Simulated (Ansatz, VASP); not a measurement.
**Cross-check of TiAl2 (TiAl2 in the C11b ordering) between VASP and Ansatz**

Wanted: the spread between two codes on one cell, functional and k mesh. The cell is generated by rule, not measured, and may not be a known phase. Of the first pair: The cell is taken from a series of runs on this material, whose earlier steps may have relaxed, scaled, displaced or heated it; both programs get it as it stands.

Main program and level: Ansatz 0.2.0; plane waves, with VASP 6.6.1 beside it; relaxation of cell and atoms at PBE and zone-centre phonons at PBE.

### Step 1. The starting structure

The structure is tetragonal, space group I4/mmm (No. 139). The conventional cell has a = 2.902 Å, b = 2.902 Å, c = 11.598 Å, α = 90.00°, β = 90.00°, γ = 90.00°. Nearest to Ti lie 8 Al at 2.80 Å and 4 Ti at 2.90 Å. Nearest to Al lie 4 Ti at 2.80 Å and 8 Al at 2.85 to 2.90 Å. Farther neighbours are not listed.

As a file:

```xyz
3
Lattice="2.9017 0.0000 0.0000 0.0000 2.9017 0.0000 1.4509 1.4509 5.7988" Properties=species:S:1:pos:R:3 pbc="T T T"
Ti    0.0000    0.0000    0.0000
Al    2.9017    2.9017    3.8870
Al    1.4509    1.4509    1.9117
```

### Step 2. VASP: relaxation of cell and atoms, PBE, pair 1

The relaxed volume is the usual yardstick between codes: in a stiff, nearly cubic crystal its relative difference is about their pressure difference at one cell divided by the bulk modulus.

Lines of VASP's logs that name or quote its potential files are left out, and so is its time.

INCAR

```
SYSTEM = TiAl2
PREC = Accurate
ENCUT = 500
EDIFF = 1E-07
NELM = 120
ISMEAR = 1
SIGMA = 0.2
LREAL = .FALSE.
ALGO = Normal
GGA = PE
NBANDS = 15
LASPH = .TRUE.
LORBIT = 11
LWAVE = .FALSE.
LCHARG = .FALSE.
ISIF = 3
IBRION = 2
NSW = 80
EDIFFG = -0.005
GGA_COMPAT = .FALSE.
NELMIN = 4
KPAR = 2
```

POSCAR

```
TiAl2
1.0
    2.9017140000      0.0000000000     -0.0000010000
    0.0000000000      2.9017140000     -0.0000010000
    1.4508600000      1.4508600000      5.7987680000
Ti Al
1 2
Direct
    0.0000000000      0.0000000000      0.0000000000
    0.6648392061      0.6648392061      0.6703215803
    0.3351608802      0.3351608802      0.3296782472
```

KPOINTS

```
Automatic mesh
0
Gamma
10 10 10
0 0 0
```

The projector-augmented-wave data sets are Ti_sv and Al (PBE family, release 64).

The run is started by

```sh
$ mpirun -np 2 vasp_std
```

Numbers of over 12 decimals in the logs are rounded to 6 here.

What it wrote:

```text
[banner, memory and clock lines left out]
running    2 mpi-ranks, on    1 nodes
 distrk:  each k-point on    1 cores,    2 groups
 distr:  one band on    1 cores,    1 groups

 POSCAR found type information on POSCAR TiAl
 POSCAR found :  2 types and       3 ions
 LDA part: xc-table for (Slater+PW92), standard interpolation
 POSCAR, INCAR and KPOINTS ok, starting setup
 FFT: planning ... GRIDC
 FFT: planning ... GRID_SOFT
 FFT: planning ... GRID
 WAVECAR not read
 entering main loop
       N       E                     dE             d eps       ncg     rms          rms(c)
DAV:   1     0.104875542530E+03    0.10488E+03   -0.82588E+03  3060   0.114E+03
DAV:   2    -0.105911596095E+02   -0.11547E+03   -0.11252E+03  3186   0.296E+02
DAV:   3    -0.174498148539E+02   -0.68587E+01   -0.66977E+01  5041   0.667E+01
DAV:   4    -0.176256669968E+02   -0.17585E+00   -0.17572E+00  3501   0.994E+00
DAV:   5    -0.176325232882E+02   -0.68563E-02   -0.68560E-02  4889   0.189E+00    0.986E+00
DAV:   6    -0.167566757586E+02    0.87585E+00   -0.13870E+01  4069   0.327E+01    0.533E+00
DAV:   7    -0.161035577228E+02    0.65312E+00   -0.38692E+00  3874   0.157E+01    0.249E+00
DAV:   8    -0.160569307371E+02    0.46627E-01   -0.31760E-01  3559   0.533E+00    0.825E-01
DAV:   9    -0.160559461053E+02    0.98463E-03   -0.31180E-02  3931   0.170E+00    0.253E-01
DAV:  10    -0.160562685970E+02   -0.32249E-03   -0.45162E-03  3621   0.572E-01    0.777E-02
DAV:  11    -0.160562083729E+02    0.60224E-04   -0.12841E-03  3697   0.344E-01    0.846E-02
DAV:  12    -0.160561592705E+02    0.49102E-04   -0.33568E-04  3733   0.166E-01    0.727E-03
DAV:  13    -0.160561584080E+02    0.86249E-06   -0.10176E-05  3627   0.244E-02    0.321E-03
DAV:  14    -0.160561586967E+02   -0.28865E-06   -0.40374E-07  4005   0.519E-03    0.247E-03
DAV:  15    -0.160561586321E+02    0.64558E-07   -0.17939E-07  2856   0.368E-03
   1 F= -.16056159E+02 E0= -.16057220E+02  d E =-.160562E+02
[...]
2 F= -.16056179E+02 E0= -.16057225E+02  d E =-.205795E-04
[...]
3 F= -.16056179E+02 E0= -.16057227E+02  d E =-.207046E-04
[...]
4 F= -.16056194E+02 E0= -.16057225E+02  d E =-.145828E-04
 ZBRENT: can't locate minimum, use default step
 trial-energy change:   -0.000015  1 .order   -0.000015   -0.000016   -0.000014
 step:   3.9431(harm=  9.8699)  dis= 0.00032  next Energy=   -16.056258 (dE=-0.782E-04)
 bond charge predicted
       N       E                     dE             d eps       ncg     rms          rms(c)
DAV:   1    -0.160565454376E+02   -0.35145E-03   -0.12514E-02  3529   0.153E+00    0.123E-01
DAV:   2    -0.160563715512E+02    0.17389E-03   -0.16194E-03  3512   0.334E-01    0.782E-02
DAV:   3    -0.160562682358E+02    0.10332E-03   -0.51409E-04  3882   0.189E-01    0.435E-02
DAV:   4    -0.160562314676E+02    0.36768E-04   -0.97502E-05  3844   0.811E-02    0.501E-03
DAV:   5    -0.160562309780E+02    0.48958E-06   -0.59049E-06  3278   0.231E-02    0.275E-03
DAV:   6    -0.160562308395E+02    0.13852E-06   -0.31722E-07  3685   0.588E-03    0.143E-03
DAV:   7    -0.160562307064E+02    0.13314E-06   -0.72465E-08  1789   0.291E-03    0.232E-04
DAV:   8    -0.160562307133E+02   -0.69629E-08   -0.12314E-08  1628   0.136E-03
   5 F= -.16056231E+02 E0= -.16057215E+02  d E =-.513767E-04
 curvature:  -4.07 expect dE=-0.176E-04 dE for cont linesearch -0.643E-05
 trial: gam=-0.21956 g(F)=  0.267E-06 g(S)=  0.406E-05 ort = 0.610E-05 (trialstep = 0.158E+01)
 search vector abs. value=  0.278E-05
 reached required accuracy - stopping structural energy minimisation
```

From OUTCAR (step 2):

```text
ion  position               nearest neighbor table
   1  0.000  0.000  0.000-   3 2.80   3 2.80   3 2.80   2 2.80   3 2.80   2 2.80   2 2.80   2 2.80

  LATTYP: Found a body centered tetragonal cell.
 ALAT       =     2.9017140000
 C/A-ratio  =     3.9967887945

 Subroutine GETGRP returns: Found 16 space group operations
 (whereof 16 operations were pure point group operations)

The static configuration has the point symmetry D_4h.

 Found    102 irreducible k-points:

   k-points           NKPTS =    102   k-points in BZ     NKDIM =    102   number of bands    NBANDS=     15

   dimension x,y,z NGX =    24 NGY =   24 NGZ =   48
   dimension x,y,z NGXF=    48 NGYF=   48 NGZF=   96

   ENCUT  =  500.0 eV  36.75 Ry    6.06 a.u.   5.29  5.29 11.21*2*pi/ulx,y,z

   NELECT =      18.0000    total number of electrons

 k-points in reciprocal lattice and weights: Automatic mesh
   0.00000000  0.00000000  0.00000000       0.001
   0.10000000  0.00000000 -0.00000000       0.008
   0.20000000  0.00000000 -0.00000000       0.008
   0.30000000 -0.00000000 -0.00000000       0.008
   0.40000000 -0.00000000  0.00000000       0.008
   0.50000000 -0.00000000  0.00000000       0.004
   0.10000000  0.10000000 -0.00000000       0.008
   0.20000000  0.10000000  0.00000000       0.016
   0.30000000  0.10000000 -0.00000000       0.016
[...]
-0.10000000 -0.10000000  0.40000000       0.004
   0.00000000  0.00000000  0.50000000       0.001

 average (electrostatic) potential at core
       1 -72.3359       2 -71.9320       3 -71.9320

 E-fermi :   8.3504

 k-point     1 :       0.0000    0.0000    0.0000
  band No.  band energies     occupation
    ...
      4     -24.3252      2.00000
      5      -1.8089      2.00000
      6       2.7427      2.00000
      7       3.6134      2.00000
      8       7.5766      2.00000
      9       8.8077     -0.00569
     10       9.9361     -0.00000
     11       9.9361     -0.00000
     12      11.3735     -0.00000
     13      14.4089      0.00000
    ...

 k-point     2 :       0.1000    0.0000   -0.0000
  band No.  band energies     occupation
    ...
      4     -24.3220      2.00000
      5      -1.6203      2.00000
      6       2.7378      2.00000
      7       3.9477      2.00000
      8       7.6413      2.00001
      9       8.8520     -0.00223
     10       9.5286     -0.00000
     11       9.9810     -0.00000
     12      11.1893     -0.00000
     13      12.7691      0.00000
    ...

 k-point     3 :       0.2000    0.0000   -0.0000
  band No.  band energies     occupation
    ...
      5      -1.0612      2.00000
      6       2.8966      2.00000
      7       4.7306      2.00000
      8       7.6983      2.00004
      9       8.2307      1.83854
     10       9.0972     -0.00000
     11      10.1006     -0.00000
     12      10.7596     -0.00000
     13      11.0771     -0.00000
     14      13.6222      0.00000
    ...

  Total        0.0039877      0.0039877      0.0148527      0.0000000      0.0000000      0.0000000
  in kB        0.1309668      0.1309668      0.4878094      0.0000000      0.0000002      0.0000002
  external PRESSURE =       0.2499143 kB  Pullay stress =       0.0000000 kB

  energy-cutoff  :      500.00
  volume of cell :       48.78
      direct lattice vectors                 reciprocal lattice vectors
     2.897505999  0.000000000 -0.000000998     0.345124364 -0.000000030 -0.086050393
     0.000000000  2.897505999 -0.000000998    -0.000000030  0.345124364 -0.086050393
     1.448756004  1.448756004  5.810559765     0.000000059  0.000000059  0.172100429

 POSITION                                       TOTAL-FORCE (eV/Angst)
 -----------------------------------------------------------------------------------
      0.00000      0.00000      0.00000         0.000000      0.000000      0.000000
      2.89751      2.89751      3.89538         0.000000      0.000000      0.001664
      1.44875      1.44875      1.91518        -0.000000     -0.000000     -0.001664
 -----------------------------------------------------------------------------------
    total drift:                                0.000000      0.000000     -0.000097

  FREE ENERGIE OF THE ION-ELECTRON SYSTEM (eV)
  ---------------------------------------------------
  free  energy   TOTEN  =       -16.0562307133 eV

  energy  without entropy=      -16.0591836656  energy(sigma->0) =      -16.05721503

 reached required accuracy - stopping structural energy minimisation

 total charge
# of ion       s       p       d       tot
------------------------------------------
    1        2.210   6.112   1.966  10.288
    2        0.419   0.375   0.000   0.794
    3        0.419   0.375   0.000   0.794
--------------------------------------------------
tot          3.048   6.861   1.966  11.876

[... 3 further parts left out ...]
```

CONTCAR:

```
TiAl2
   1.00000000000000
     2.8975059988692635    0.0000000000000000   -0.0000009975317244
     0.0000000000000000    2.8975059988692635   -0.0000009975317244
     1.4487560040815102    1.4487560040815102    5.8105597649880290
  Ti              Al
     1     2
Direct
     0.0000000000000000    0.0000000000000000    0.0000000000000000
     0.6648013912818771    0.6648013912818771    0.6703972099362605
     0.3351986950181211    0.3351986950181211    0.3296026175637377
```

### Step 3. Ansatz: relaxation of cell and atoms, PBE, pair 1

Ansatz runs on its default PAW (the set named soft_2) files.

The same cell, functional, mesh and smearing now go to Ansatz, which takes its cutoff from its data sets.

input.yaml

```yaml
crystal:
  lattice:
    - [2.9017140341, 0.0, -1.4941e-06]
    - [0.0, 2.9017140341, -1.4941e-06]
    - [1.4508600029, 1.4508600029, 5.7987679863]
  atoms:
    - { symbol: Ti, position: [0.0, 0.0, 0.0] }
    - { symbol: Al, position: [0.6648391238, 0.6648391238, 0.6703217524] }
    - { symbol: Al, position: [0.3351608762, 0.3351608762, 0.3296782476] }
kpoints:
  mp_grid: { grid: [10, 10, 10] }
hamiltonian:
  xc: pbe
scf:
  occupations: { method: methfessel_paxton, width: 0.2 }
output:
  forces: true
  stress: true
  eigenvalues: true
relax:
  adjacent_minimum: "off"
  f_tol: 0.001
  max_steps: 60
  cell: { stress_tol: 0.01 }
```

The run is started by

```sh
$ ansatz run input.yaml --threads 4 --pin off --max-ram 8192MiB --backend cpu --events-out ev --progress --plain --runs-dir out
```

What it wrote:

```text
Engine: ansatz 0.2.0, aarch64-unknown-linux-gnu
Pseudopotentials: kind: paw
Pseudopotential: Ti, paw, valence charge 12, recommended cutoff 420 eV (normal), Ti.paw.azcp
Pseudopotential: Al, paw, valence charge 3, recommended cutoff 420 eV (normal), Al.paw.azcp
Functional definition: PBE
  parameter kappa = 0.804
  parameter beta = 0.066725
  exchange = pbe_x(kappa = kappa, mu = beta*pi^2/3)
  correlation = pbe_c(beta = beta)
Crystal: 3 atoms, lattice volume = 48.825 Å³
Basis set: ecut = 420 eV, 935 PW (Γ), exchange–correlation on 40×40×90 points (8 copies of the dense FFT grid, shifted against one another)
Bands: 13, of which v1, the nominal top of the filled ones, is band 9 counted from 1 (8 counted from 0)
Symmetry: 16 space group operations
Space group: I4/mmm (ITA 139), of the structure as read, at distance tolerance 3.7e-5 Å
k-points: 102 of 1000
Non-local potential: Ti, projectors of the file, l = 0: 3, l = 1: 2, l = 2: 3, l = 3: 1
Non-local potential: Al, projectors of the file, l = 0: 2, l = 1: 2, l = 2: 1
PAW form: soft (Blöchl's): semilocal exchange-correlation on the pseudo side does not see the compensation charge
PAW one-centre angular grid: Ti, 590 points (default); XC on 64 Gauss nodes
PAW one-centre angular grid: Al, 110 points (default); XC on 64 Gauss nodes
Initial density: superposition of atomic densities (neutral atoms: chi_scale 0, normalization atom), corrected by the library's trained network
Initial wavefunctions: pseudopotential atomic-orbital guess
Functional: x = pbe(κ = 0.804, μ = 0.219515), c = pbe(β = 0.066725)
SCF iter   1: F=—  HF=-3575.403724 eV  |F-HF|=—  |Δ(HF+E_count)|=         —  Δρ=5.01e-3  dr2=7.22e-3  ethr=1.77e-3  ⟨swp⟩=5.1  Hψ=7316  notcnv=0
preconditioner: auto → Kerker (q_TF=auto, 2.310 Å⁻¹)  [metal: Δε(μ)=0.008 eV  Ē_g=4.981 eV  σ=0.200 eV  W_gap=0.03  n_scr=12 (ndim 8)  ℏωp=16.8 eV  f_vac=0.000  D(μ)=1.58/eV (n_scr^D=12)]
SCF iter   2: F=—  HF=-3575.401878 eV  |F-HF|=—  |Δ(HF+E_count)|=   1.85e-3  S|Δr|=    0.00e0  Δρ=2.50e-3  dr2=2.03e-3  ethr=4.01e-5  ⟨swp⟩=1.1  Hψ=2174  notcnv=0
SCF iter   3: F=—  HF=-3575.401482 eV  |F-HF|=—  |Δ(HF+E_count)|=   3.96e-4  S|Δr|=    0.00e0  Δρ=3.96e-4  dr2=6.42e-5  ethr=1.13e-5  ⟨swp⟩=2.4  Hψ=2218  notcnv=0
SCF iter   4: F=—  HF=-3575.401380 eV  |F-HF|=—  |Δ(HF+E_count)|=   1.01e-4  S|Δr|=    0.00e0  Δρ=6.67e-5  dr2=2.11e-6  ethr=3.57e-7  ⟨swp⟩=1.9  Hψ=1970  notcnv=0
SCF iter   5: F=-3575.401380 eV  HF=-3575.401380 eV  |F-HF|=1.19e-8  |Δ(HF+E_count)|=   4.23e-8  S|Δr|=    0.00e0  Δρ=1.70e-5  dr2=8.66e-8  ethr=5.56e-10  ⟨swp⟩=3.0  Hψ=5019  notcnv=0
SCF 1 converged in 5 iterations: F = -3575.401380 eV  dr2 = 8.66e-8
  greatest PAW one-centre occupation: 0.999 electrons in one spin orbital (limit 2), on the Ti atom at site 0 (counted from 0), in its partial waves of l = 0
relax step   1: F+E_penalty+E_count = -3575.40138035 eV  Δ(F+E_penalty+E_count) = +0.000e0 eV  max|allowed force component| = 5.907e-3 eV/Å  Δτ_max = 0.0000 Å  P = -0.011 GPa  Ω = 48.825 Å³  (5 SCF iters, dr2 threshold 1.00e-7 eV, accepted)
[...]
relax step   2: F+E_penalty+E_count = -3575.40140050 eV  Δ(F+E_penalty+E_count) = -2.016e-5 eV  max|allowed force component| = 3.784e-4 eV/Å  Δτ_max = 0.0009 Å  P = +0.019 GPa  Ω = 48.818 Å³  energy of the carried Pulay correction = +2.362e-6 eV  (5 SCF iters, dr2 threshold 4.04e-9 eV, accepted)
[...]
relax step   4: F+E_penalty+E_count = -3575.40141238 eV  Δ(F+E_penalty+E_count) = +1.077e-6 eV  max|allowed force component| = 6.538e-4 eV/Å  Δτ_max = 0.0000 Å  P = -0.016 GPa  Ω = 48.841 Å³  energy of the carried Pulay correction = -5.089e-6 eV  (4 SCF iters, dr2 threshold 5.91e-9 eV, accepted)
[...]
relax step   5: F+E_penalty+E_count = -3575.40141695 eV  Δ(F+E_penalty+E_count) = -4.564e-6 eV  max|allowed force component| = 2.999e-3 eV/Å  Δτ_max = 0.0005 Å  P = +0.031 GPa  Ω = 48.818 Å³  energy of the carried Pulay correction = +2.406e-6 eV  (5 SCF iters, dr2 threshold 8.26e-10 eV, rejected (line search))
[...]
relax step   6: F+E_penalty+E_count = -3575.40141532 eV  Δ(F+E_penalty+E_count) = -2.940e-6 eV  max|allowed force component| = 1.619e-5 eV/Å  Δτ_max = 0.0001 Å  P = -0.000 GPa  Ω = 48.834 Å³  energy of the carried Pulay correction = -2.764e-6 eV  (7 SCF iters, accepted)
[...]
relax step   7: F+E_penalty+E_count = -3575.40142087 eV  Δ(F+E_penalty+E_count) = -5.544e-6 eV  max|allowed force component| = 4.409e-5 eV/Å  Δτ_max = 0.0000 Å  P = -0.000 GPa  Ω = 48.834 Å³  stress off target by 2.86e-3 GPa  SCF on the basis re-selected at this cell (its energy is not comparable with the rows above)  (6 SCF iters)
basis re-selected at this cell: Δ(F+E_penalty+E_count) = -5.544e-6 eV, ΔP = +0.000 GPa vs the last step (what re-selecting the basis moved, of the pressure what is left beyond the Pulay correction that the steps carried, after the strain that the cell walked since its last selection, with what the two solves' SCF thresholds leave and, on support functions, any second-order correction that the steps lacked; it is no m [...]
SCF converged after 6 iterations
Stability not checked: this state was not tested for a lower state beside it, because cold or Methfessel-Paxton smearing, or corrected tetrahedra, fill the levels in a way that the test cannot read (fill_not_monotonic; see scf.lower_state_search)
Free energy (F): -3575.401421 eV
Harris-Foulkes:  -3575.401421 eV  (|F-HF|=1.82e-12)
Internal energy: -3575.404274 eV  (E = F + TS)
E sigma→0 (E₀):  -3575.402134 eV
Entropy (-TS):   0.002853 eV (0.951 meV/atom)
Fermi energy:    10.087380 eV
--- Per-component energies (eV) ---
  E_band       = -162.654059
  E_kinetic    = 319.483221
  E_local      = -1329.899599  (includes V_loc(G=0)·N_el)
  E_nonlocal   = 29.310174
  E_hartree    = 589.052753
  E_xc         = -177.577708
  E_vxc        = -180.714822  (∫ρ·V_xc dr)
  E_paw        = -1982.854696  (= ΣΔE_a)
  E_vpaw       = -178.938644  (= ΣTr[D̂ρ^β])
  E_aug_tail   = 0.000115  (compensation charges beyond the density's cutoff)
  E_ewald      = -1022.918533
  E_smearing   = 0.002853  (= −TS)
  E_closure    = -0.000000  (closes the sum)
  Σ components = -3575.401421   (vs F -3575.401421, Δ=0.00e0)
--- Forces (eV/Å), atoms counted from 1 ---
  atom   1  Ti     0.00000000     0.00000000     0.00000000
  atom   2  Al    -0.00000000    -0.00000000    -0.00004409
  atom   3  Al     0.00000000     0.00000000     0.00004409
  max |Σ_I F_I| component: 6.78e-21 eV/Å
--- Stress (GPa, compression-positive) ---
       -0.001830       0.000000       0.000000
        0.000000      -0.001830       0.000000
        0.000000       0.000000       0.002862
  P = ⅓ Tr σ = -0.0003 GPa (-0.003 kbar)
--- Band table (eV; the first three rows and the last of 102) ---
  k-point 0: bands = [... 5 lower, 4.4810, 5.3584, 9.3093, 10.5469, 11.6778, 11.6778, 13.1127, 16.1187]
  k-point 1: bands = [... 5 lower, 4.0672, 5.8239, 9.3069, 10.5003, 11.6841, 11.6841, 13.1127, 16.1613]
  k-point 2: bands = [... 5 lower, 3.4623, 6.5821, 9.3008, 10.3544, 11.7007, 11.7007, 13.1129, 16.0621]
  k-point 101: bands = [... 5 lower, 7.4342, 7.6129, 9.0553, 9.1699, 9.6796, 10.0780, 11.7401, 12.4052]
--- Relaxed structure (6 steps of the walk, 5 accepted, 1 SCFs on fresh bases) ---
  F+E_penalty+E_count = -3575.40142087 eV   max|allowed force component| = 4.409e-5 eV/Å   (the final SCF, on the basis selected at the relaxed cell)
  cell:  # Å, volume = 48.8340 Å³
    - [2.898169, -3.841945950861216e-13, -1.49228698041931e-6]
    - [-3.841945950860161e-13, 2.898169, -1.4922869804191052e-6]
    - [1.449088, 1.449088, 5.813991]
  atoms:
    - { symbol: Ti, position: [0, 0, 0] }
    - { symbol: Al, position: [0.664723, 0.664723, 0.670554] }
    - { symbol: Al, position: [0.335277, 0.335277, 0.329446] }
```

### Step 4. Side by side

Known differences besides the potentials themselves: the cutoff is 420 eV in Ansatz and 500 eV in VASP; Ansatz adds a Pulay correction to the stress that steers its cell, VASP none. Total energies have different zeros and are not compared.

The two programs side by side:

```
                                         quantity  Ansatz   VASP  difference
                                      volume (Å³)   48.83  48.78     +0.10 %
edge a after relaxation, in the typed setting (Å)   2.898  2.897     +0.02 %
edge c after relaxation, in the typed setting (Å)   6.165  6.161     +0.06 %
```

(Part 1 of 2 ends here.)

[Lines on the potential files, build, host, timing and source positions are cut from VASP's logs without a mark.]

[Logs are printed without paths, hosts, clocks, repeated set-up lines and the standing remarks that a program may print on its own settings, such as how far it seeks lower states.]

[Hosts, paths, dates, database ids (printed as entryN), source tags and the programs' standing remarks are cut or masked in the printed files.]
